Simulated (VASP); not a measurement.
FeO (Wuestite):

```
Fe O
1.0
     0.00000    2.15540    2.15540
     2.15540    0.00000    2.15540
     2.15540    2.15540    0.00000
Fe O
1 1
Direct
  0.00000 0.00000 0.00000
  0.50000 0.50000 0.50000
```

| Property | Result |
| --- | --- |
| Program | VASP 6.6.1 |
| Task | relaxation of cell and atoms |
| Functional | rev-vdW-DF2 |
| Potentials or basis | VASP PAW PBE potentials, release 64 (Fe, O) |
| Cutoff | 600 eV |
| k mesh | 8 × 8 × 8 |
| Occupations | fermi-dirac, width 0.05 eV |
| Spin | collinear spin, ferromagnetic start |
| Starting moments | [3.0, 0.0] μB |

At the start: pressure -4.2 GPa; volume 10.01 Å³/atom.

Task: How do energy, volume and symmetry change on relaxing?

Result: Over 3 steps the energy falls by 3.0 meV/atom and the volume is 9.79 Å³/atom (-2.2 %); space group Fm-3m (No. 225, to 0.05 Å); moment 4.00 μB per cell.

Step by step:
```csv
step,energy change (eV),largest force (eV/Å),pressure (GPa),volume (Å³)
1,0.0000,0.0000,-4.22,20.03
2,-0.0031,0.0000,3.10,19.27
3,-0.0061,0.0000,-0.01,19.58
```

Final structure:
```
Fe O
1.0
     0.00000    2.13920    2.13920
     2.13920    0.00000    2.13920
     2.13920    2.13920    0.00000
Fe O
1 1
Direct
  0.00000 0.00000 0.00000
  0.50000 0.50000 0.50000
```

Caveat: the PAW data sets were made with another functional, which shifts forces and pressure a little; a cell with one magnetic atom can't hold antiferromagnetic order, which such compounds often take.
